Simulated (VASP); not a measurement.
# TiC (Fm-3m) in VASP: notebook, part 2 of 2

VASP 6.6.1.

**3. Relaxation of cell and atoms, r2SCAN**

This run uses another cell than the first one, of 10.07 Å³/atom, 0.992 times its volume.

The input, INCAR:

```
SYSTEM = TiC
  ALGO = Normal
  EDIFF = 1E-6
  EDIFFG = -0.01
  ENCUT = 600
  IBRION = 2
  ISIF = 3
  ISMEAR = 1
  LASPH = .TRUE.
  LCHARG = .FALSE.
  LMIXTAU = .TRUE.
  LREAL = .FALSE.
  LWAVE = .FALSE.
  METAGGA = R2SCAN
  NELM = 80
  NSW = 90
  PREC = Accurate
  SIGMA = 0.1
```

The input, KPOINTS:

```
k-points
0
G
  14 14 14
  0 0 0
```

The input, POSCAR:

```
TiC
1.0
    0.0000000000      2.1593000000      2.1593000000
    2.1593000000      0.0000000000      2.1593000000
    2.1593000000      2.1593000000      0.0000000000
Ti C
1 1
Direct
    0.0000000000      0.0000000000      0.0000000000
    0.5000000000      0.5000000000      0.5000000000
```

Potentials or basis: VASP PAW PBE potentials, release 64 (Ti_sv, C).

Command:

```bash
$ cat potpaw_PBE.64/Ti_sv/POTCAR potpaw_PBE.64/C/POTCAR > POTCAR
$ mpirun -np 1 vasp_std > vasp.out
```

OUTCAR:

```text
SYSTEM = TiC
   EDIFF = 1E-6
   EDIFFG = -0.01
   ENCUT = 600
   IBRION = 2
   ISIF = 3
   ISMEAR = 1
   LASPH = .TRUE.
   LREAL = .FALSE.
   METAGGA = R2SCAN
   NELM = 80
   NSW = 90
   PREC = Accurate

 ion  position               nearest neighbor table
   1  0.000  0.000  0.000-   2 2.16   2 2.16   2 2.16   2 2.16   2 2.16   2 2.16
   2  0.500  0.500  0.500-   1 2.16   1 2.16   1 2.16   1 2.16   1 2.16   1 2.16

  LATTYP: Found a face centered cubic cell.
 ALAT       =     4.3186000000

  Lattice vectors:

 A1 = (   0.0000000000,   2.1593000000,   2.1593000000)
 A2 = (   2.1593000000,   0.0000000000,   2.1593000000)
 A3 = (   2.1593000000,   2.1593000000,   0.0000000000)

Analysis of symmetry for initial positions (statically):
=====================================================================
 Subroutine PRICEL returns:
 Original cell was already a primitive cell.

 Routine SETGRP: Setting up the symmetry group for a
 face centered cubic supercell.

 Subroutine GETGRP returns: Found 48 space group operations
 (whereof 48 operations were pure point group operations)
 out of a pool of 48 trial point group operations.

The static configuration has the point symmetry O_h .

[... 233 lines left out ...]

 number of electron      16.0000000 magnetization

 Free energy of the ion-electron system (eV)
  ---------------------------------------------------
  ext. energy  EPLUGINS =         0.00000000
  ---------------------------------------------------
  free energy    TOTEN  =       -24.87050523 eV

  energy without entropy =      -24.87051158  energy(sigma->0) =      -24.87050735

 E-fermi :   9.4831     XC(G=0): -13.5852

 val. band max:        9.3956501291   @ k =   0.1429   0.1429   0.0000
 cond. band min:       9.5168682250   @ k =   0.3571   0.2857   0.0000
 fundamental gap:      0.1212180959
 Fermi energy:         9.4830577033

 k-point     1 :       0.0000    0.0000    0.0000
  band No.  band energies     occupation
      1     -49.4947      2.00000
      2     -24.4737      2.00000
      3     -24.4736      2.00000
      4     -24.4736      2.00000
      5      -3.7204      2.00000
      6      10.3481     -0.00000
      7      10.3481     -0.00000
      8      10.3482     -0.00000
      9      11.1473     -0.00000
     10      11.1473     -0.00000
     11      11.1473     -0.00000
     12      11.2002     -0.00000
[... 331 lines left out ...]
 k-point    24 :       0.2857    0.1429    0.0000
  band No.  band energies     occupation
      1     -49.4501      2.00000
      2     -24.7252      2.00000
      3     -24.5350      2.00000
      4     -24.5258      2.00000
      5      -2.2470      2.00000
      6       6.0846      2.00000
      7       7.7633      2.00000
      8       8.2659      2.00000
      9      10.4470     -0.00000
     10      11.9077      0.00000
     11      13.1056      0.00000
     12      14.1902      0.00000

 [... further k-points ...]

------------------------ aborting loop because EDIFF is reached ----------------------------------------

  FORCE on cell =-STRESS in cart. coord.  units (eV):
  Direction    XX          YY          ZZ          XY          YZ          ZX
  --------------------------------------------------------------------------------------
  -------------------------------------------------------------------------------------
  Total        0.0050464      0.0050464      0.0050464     -0.0000000      0.0000000     -0.0000000
  in kB        0.3977718      0.3977718      0.3977718     -0.0000000      0.0000000     -0.0000000
  external PRESSURE =       0.3977718 kB  Pullay stress =       0.0000000 kB
[... 17 lines left out ...]
  FREE ENERGIE OF THE ION-ELECTRON SYSTEM (eV)
  ---------------------------------------------------
  free  energy   TOTEN  =       -24.8705052328 eV

  energy  without entropy=      -24.8705115761  energy(sigma->0) =      -24.87050735

 reached required accuracy - stopping structural energy minimisation
```

OSZICAR:

```text
N       E                     dE             d eps       ncg     rms          rms(c)
DAV:   1     0.124830805149E+03    0.12483E+03   -0.94054E+03  2496   0.180E+03
DAV:   2    -0.225558361304E+02   -0.14739E+03   -0.14001E+03  2608   0.419E+02
DAV:   3    -0.333058161533E+02   -0.10750E+02   -0.10279E+02  3164   0.106E+02
[... 36 lines left out ...]
DAV:   8    -0.248704992473E+02   -0.11085E-03   -0.39336E-05  2792   0.749E-02    0.204E-02
DAV:   9    -0.248704975070E+02    0.17403E-05   -0.20705E-05  3772   0.423E-02    0.149E-02
DAV:  10    -0.248705091411E+02   -0.11634E-04   -0.66543E-06  2744   0.288E-02    0.361E-03
DAV:  11    -0.248705068517E+02    0.22894E-05   -0.21411E-06  2272   0.156E-02    0.123E-03
DAV:  12    -0.248705051016E+02    0.17501E-05   -0.27033E-07  1276   0.667E-03    0.619E-04
DAV:  13    -0.248705052328E+02   -0.13123E-06   -0.88555E-08  1260   0.331E-03
   3 F= -.24870505E+02 E0= -.24870507E+02  d E =-.150046E-02
```

CONTCAR:

```text
TiC
   1.00000000000000
     0.0000000000000000    2.1660913092803882    2.1660913092803882
     2.1660913092803882    0.0000000000000000    2.1660913092803882
     2.1660913092803882    2.1660913092803882   -0.0000000000000000
  Ti              C
     1     1
Direct
     0.0000000000000000    0.0000000000000000    0.0000000000000000
     0.5000000000000000    0.5000000000000000    0.5000000000000000

  0.00000000E+00  0.00000000E+00  0.00000000E+00
  0.00000000E+00  0.00000000E+00  0.00000000E+00
```

It took 100 s on 1 thread of Intel Xeon 6975P-C (Granite Rapids), shared host; peak memory 0.17 GiB.

Results:

- Free energy: -24.8705 eV
- Relaxed volume: 10.16 Å³/atom
- Relaxed cell: a = 3.063 Å, b = 3.063 Å, c = 3.063 Å, α = 60.00°, β = 60.00°, γ = 60.00°
- Space group after relaxing (to 0.05 Å): Fm-3m (No. 225)
- Energy gained by relaxing: 0.8 meV/atom
- Ionic steps: 3
- Pressure after relaxing: 0.0 GPa
- Band gap on the k mesh: none (metal or under the smearing width)

The path:
```tsv
step	energy change (eV)	largest force (eV/Å)	pressure (GPa)	volume (Å³)
1	0.0000	0.0000	2.69	20.14
2	0.0021	0.0000	-3.73	20.63
3	-0.0015	0.0000	0.04	20.33
```

Final structure:
```yaml
crystal:
  lattice:
    - [0.00000, 2.16609, 2.16609]
    - [2.16609, 0.00000, 2.16609]
    - [2.16609, 2.16609, 0.00000]
  atoms:
    - { symbol: Ti, position: [0.00000, 0.00000, 0.00000] }
    - { symbol: C, position: [0.50000, 0.50000, 0.50000] }
```

Levels at points of the mesh, in eV from the Fermi level:
```csv
k point,band 5,band 6,band 7,band 8,band 9,band 10,band 11,band 12
"(0.00, 0.00, 0.00)",-13.20,0.87,0.87,0.87,1.66,1.66,1.66,1.72
"(0.50, 0.00, 0.00)",-9.70,-6.09,-3.13,-3.13,3.14,3.14,4.37,8.51
"(0.50, 0.50, 0.00)",-10.94,-3.69,-1.51,-0.15,-0.15,2.73,3.77,3.77
```

Caveat: the PAW data sets were made with another functional, which shifts forces and pressure a little. Zero-point motion and thermal expansion aren't in these numbers.

**4. Relaxation of cell and atoms, r2SCAN**

Edit INCAR of step 3 so:

```diff
@@ -2,4 +2,4 @@
   ALGO = Normal
-  EDIFF = 1E-6
-  EDIFFG = -0.01
+  EDIFF = 1E-7
+  EDIFFG = -0.005
   ENCUT = 600
```

KPOINTS is that of step 3.

The input, POSCAR:

```
TiC                                     
1.0
    0.0000000000      2.1660913093      2.1660913093
    2.1660913093      0.0000000000      2.1660913093
    2.1660913093      2.1660913093     -0.0000000000
  Ti              C             
     1     1
Direct
     0.0000000000000000    0.0000000000000000    0.0000000000000000
     0.5000000000000000    0.5000000000000000    0.5000000000000000
```

Command:

```bash
$ cat potpaw_PBE.64/Ti_sv/POTCAR potpaw_PBE.64/C/POTCAR > POTCAR
$ mpirun -np 1 vasp_std > vasp.out
```

It took 48 s on 1 thread of Intel Xeon 6975P-C (Granite Rapids), shared host; peak memory 0.17 GiB.

Results (log left out):

```yaml
Free_energy: -24.8708 eV
Pressure_after_relaxing: 0.0 GPa
Band_gap_on_the_k_mesh: none (metal or under the smearing width)
```

Final structure:
```xyz
2
Lattice="0.0000 2.1661 2.1661 2.1661 0.0000 2.1661 2.1661 2.1661 0.0000" Properties=species:S:1:pos:R:3 pbc="T T T"
Ti    0.0000    0.0000    0.0000
C     2.1661    2.1661    2.1661
```

Levels at points of the mesh, in eV from the Fermi level:
| k point | band 4 | band 5 | band 6 | band 7 | band 8 | band 9 | band 10 | band 11 | band 12 |
| --- | --- | --- | --- | --- | --- | --- | --- | --- | --- |
| (0.00, 0.00, 0.00) | -33.96 | -13.20 | 0.87 | 0.87 | 0.87 | 1.66 | 1.66 | 1.66 | 1.72 |
| (0.50, 0.00, 0.00) | -34.00 | -9.70 | -6.09 | -3.13 | -3.13 | 3.14 | 3.14 | 4.37 | 8.51 |
| (0.50, 0.50, 0.00) | -34.13 | -10.94 | -3.69 | -1.51 | -0.15 | -0.15 | 2.73 | 3.77 | 3.77 |

Caveat: the relaxation stopped at its first step, so nothing moved; the PAW data sets were made with another functional, which shifts forces and pressure a little.
